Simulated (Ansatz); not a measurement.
A set of 12 reactions (hydrogenolysis), with CCSD(T)/CBS values in kJ/mol:

```tsv
reaction	ΔE
`C[Se][SnH]([Cl])[Cl]` + H₂ → `C[Se][SnH2][Cl]` + HCl	78.4
`[F][Sn]([SH])([Cl])[Cl]` + H₂ → `[SH][SnH]([Cl])[Cl]` + H–F	29.1
`O[SiH](Cl)[GeH2][Cl]` + H₂ → `Cl[SiH2][GeH2][Cl]` + H₂O	80.4
`N#[C][Ge]([F])([C]#N)[C]#N` + H₂ → `N#[C][GeH]([C]#N)[C]#N` + H–F	9.2
`O=[CH][InH][SiH2]O` + H₂ → `O=[CH][InH2]` + `O[SiH3]`	18.0
`C=C/C=[N]\[InH2]` + H₂ → `C=[N][InH2]` + `C=C`	-2.3
`BOCC(F)(F)F` + H₂ → `FC(F)F` + `BOC`	-39.2
`C=C(CC)C(C)C` + H₂ → `C=C(C)C(C)C` + CH₄	-70.5
`[CH3][SnH]([F])[BH]Cl` + H₂ → `[CH3][SnH2][F]` + `BCl`	-23.5
`FC[S][InH2]` + H₂ → `C[S][InH2]` + H–F	-103.4
`Cl[C]1([GeH3])CO1` + H₂ → `[GeH3][CH]1CO1` + HCl	-67.1
`O=C[SiH]([SiH3])S` + H₂ → `O=C[SiH2][SiH3]` + H₂S	44.3
```

Calculated with Ansatz (gas phase, PBE0-D4/def2-TZVP geometries, no zero-point term in ΔE). CBS: MP2 limit from def2 TZ/QZ plus the TZ coupled-cluster correction, frozen cores. This one scheme is used for every species. Functionals use def2-TZVPP. B3LYP here is the variant with VWN-RPA as its local correlation; programs differ in this. def2 core potentials past Kr. For Ge, In, Se, Sn outer-core shells are correlated without core-valence functions, which leaves a few kJ/mol of doubt a bond. Scalar relativity is left out up to krypton. Each species was taken in one conformer, which may not be the lowest.

**Question.** Give the mean, mean absolute and largest difference (level minus CCSD(T)/CBS, kJ/mol) for: PBE0-D4, B3LYP-D4, PBE, r2SCAN, PBE0, B3LYP, MP2/def2-TZVPP, SCS-MP2/def2-TZVPP, CCSD/def2-TZVPP, CCSD(T)/def2-TZVPP, HF/def2-QZVPP, MP2/def2-QZVPP, SCS-MP2/def2-QZVPP, HF/CBS(def2). (Estimate.)

**Answer.** The calculation gave: 
| level | mean | mean absolute | largest |
| --- | --- | --- | --- |
| PBE0-D4 | -0.6 | 3.1 | 6.4 |
| B3LYP-D4 | 1.7 | 4.7 | 13.4 |
| PBE | 0.1 | 5.0 | 13.5 |
| r2SCAN | 4.5 | 6.6 | 15.0 |
| PBE0 | -5.3 | 6.2 | -10.4 |
| B3LYP | -6.8 | 10.0 | -15.5 |
| MP2/def2-TZVPP | 2.1 | 3.5 | 7.5 |
| SCS-MP2/def2-TZVPP | -2.0 | 4.4 | -10.8 |
| CCSD/def2-TZVPP | -7.8 | 8.2 | -14.7 |
| CCSD(T)/def2-TZVPP | -2.7 | 4.1 | -10.3 |
| HF/def2-QZVPP | -20.0 | 21.2 | -44.4 |
| MP2/def2-QZVPP | 3.8 | 4.6 | 8.8 |
| SCS-MP2/def2-QZVPP | -0.6 | 3.1 | -7.9 |
| HF/CBS(def2) | -19.9 | 21.2 | -44.6 |

The largest T1 diagnostic in the set is 0.017, for `O=[CH][InH2]` (customary mark 0.02).

CCSD(T)/CBS is a level of theory with its own doubt, and the functionals carry their triple-zeta basis error, so these figures describe this set and don't rank the functionals.
